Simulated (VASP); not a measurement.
# Au: band structure with MS2

Au:

```
CELL_PARAMETERS angstrom
0.00000 2.03500 2.03500
2.03500 0.00000 2.03500
2.03500 2.03500 0.00000
ATOMIC_POSITIONS crystal
Au 0.00000 0.00000 0.00000
```

| Quantity | Value |
| --- | --- |
| Program | VASP 6.6.1 |
| Task | band structure |
| Functional | MS2 |
| Potentials or basis | VASP PAW PBE potentials, release 64 (Au) |
| Cutoff | 520 eV |
| k mesh | 11 × 11 × 11 |
| Occupations | fermi-dirac, width 0.05 eV |
| Spin | no spin polarisation |
| Further INCAR settings | ALGO = Normal; EDIFF = 1e-06 |

| Item | Value |
| --- | --- |
| Pressure | 0.4 GPa |
| Band gap along the path | none (metal or under the smearing width) |

Levels at the corners of the path, in eV from the Fermi level:
| point | band 2 | band 3 | band 4 | band 5 | band 6 | band 7 | band 8 | band 9 |
| --- | --- | --- | --- | --- | --- | --- | --- | --- |
| Γ | -4.75 | -4.75 | -4.75 | -3.22 | -3.22 | 14.69 | 18.80 | 18.80 |
| X | -6.89 | -2.03 | -1.61 | -1.61 | 0.90 | 6.00 | 10.10 | 10.10 |
| X | -6.89 | -2.03 | -1.61 | -1.61 | 0.90 | 6.00 | 10.10 | 10.10 |
| W | -5.26 | -5.26 | -3.38 | -1.61 | 4.93 | 6.34 | 6.34 | 9.50 |
| W | -5.26 | -5.26 | -3.38 | -1.61 | 4.93 | 6.34 | 6.34 | 9.50 |
| K | -5.97 | -3.90 | -2.93 | -2.07 | 3.99 | 4.69 | 7.53 | 12.75 |
| K | -5.97 | -3.90 | -2.93 | -2.07 | 3.99 | 4.69 | 7.53 | 12.75 |
| Γ | -4.75 | -4.75 | -4.75 | -3.22 | -3.22 | 14.69 | 18.80 | 18.80 |
| Γ | -4.75 | -4.75 | -4.75 | -3.22 | -3.22 | 14.69 | 18.80 | 18.80 |
| L | -4.81 | -4.81 | -1.96 | -1.96 | -1.12 | 3.24 | 14.12 | 17.41 |
| L | -4.81 | -4.81 | -1.96 | -1.96 | -1.12 | 3.24 | 14.12 | 17.41 |
| U | -5.97 | -3.90 | -2.93 | -2.07 | 3.99 | 4.69 | 7.53 | 12.75 |
| U | -5.97 | -3.90 | -2.93 | -2.07 | 3.99 | 4.69 | 7.53 | 12.75 |
| W | -5.26 | -5.26 | -3.38 | -1.61 | 4.93 | 6.34 | 6.34 | 9.50 |
| W | -5.26 | -5.26 | -3.38 | -1.61 | 4.93 | 6.34 | 6.34 | 9.50 |
| L | -4.81 | -4.81 | -1.96 | -1.96 | -1.12 | 3.24 | 14.12 | 17.41 |
| L | -4.81 | -4.81 | -1.96 | -1.96 | -1.12 | 3.24 | 14.12 | 17.41 |
| K | -5.97 | -3.90 | -2.93 | -2.07 | 3.99 | 4.69 | 7.53 | 12.75 |
| U | -5.97 | -3.90 | -2.93 | -2.07 | 3.99 | 4.69 | 7.53 | 12.75 |
| X | -6.89 | -2.03 | -1.61 | -1.61 | 0.90 | 6.00 | 10.10 | 10.10 |

It took 34 s on 1 thread of Intel(R) Xeon(R) Platinum 8559C (Emerald Rapids), on a shared host, peak memory 0.15 GiB.

Caveat: the PAW data sets were made with another functional, which shifts forces and pressure a little; spin-orbit coupling is left out, which moves the levels of the heavy elements.
